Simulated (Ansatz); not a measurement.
Method: DFT PBE, scalar-relativistic, plane waves, PAW (Ansatz). All cells share a 420 eV cutoff and Γ-centred k meshes spaced at most about 0.3 Å⁻¹ (about 0.25 or finer for metals, 2π included). No spin polarisation.

The zero of energy is the elements' standard structures at the same level; no fitted shifts are applied.

All energies are static (0 K, no zero-point motion). The comparison covers the computed candidates alone. The reference form of Se is held partly by dispersion forces, which this level lacks.

A search for Cd₄Se gave 7 distinct relaxed structures. Coordination counts Cd atoms around Se (those within 1.25 times the shortest such distance or 1.15 times the sum of covalent radii). Cells relaxed within their symmetry can be saddle points.

Task: What is the best candidate for Cd₄Se?

Result: The one with space group P-4m2 (No. 115), reached from: a cell proposed by chemical analogy. It has a = 4.240 Å, c = 7.845 Å, 28.2 Å³/atom, no gap on the mesh. Cd on a site of symmetry 2mm is surrounded by 2 Se at 2.71 Å and 4 Cd at 3.08 Å; Cd on a site of symmetry -4m2 has 8 Cd at 3.00–3.08 Å; Cd on a second site of symmetry -4m2 has 8 Cd at 3.00–3.08 Å; around Se lie 4 Cd at 2.71 Å. Its energy over the elements is −0.11 eV/atom. Whether it is stable depends on the other phases of the system, which aren't compared here. An observed structure of this formula, if there is one, may be missing.

```xyz
5
Lattice="4.2395 0.0000 0.0000 0.0000 4.2395 0.0000 0.0000 0.0000 7.8446" Properties=species:S:1:pos:R:3 pbc="T T T"
Cd    2.1198    0.0000    6.1501
Cd    0.0000    2.1198    1.6946
Cd    0.0000    0.0000    3.9223
Cd    2.1198    2.1198    3.9223
Se    0.0000    0.0000    0.0000
```

Task: How much higher is the P4/nmm structure with 27.8 Å³/atom and coordination Se 4 (reached from: Be4B type (P4/nmm))?

Result: 34 meV/atom. It has no gap on its mesh.

Task: How much higher is the I4/mmm structure with 26.5 Å³/atom and coordination Se 8 (reached from: random cell)?

Result: 83 meV/atom. It has no gap on its mesh.
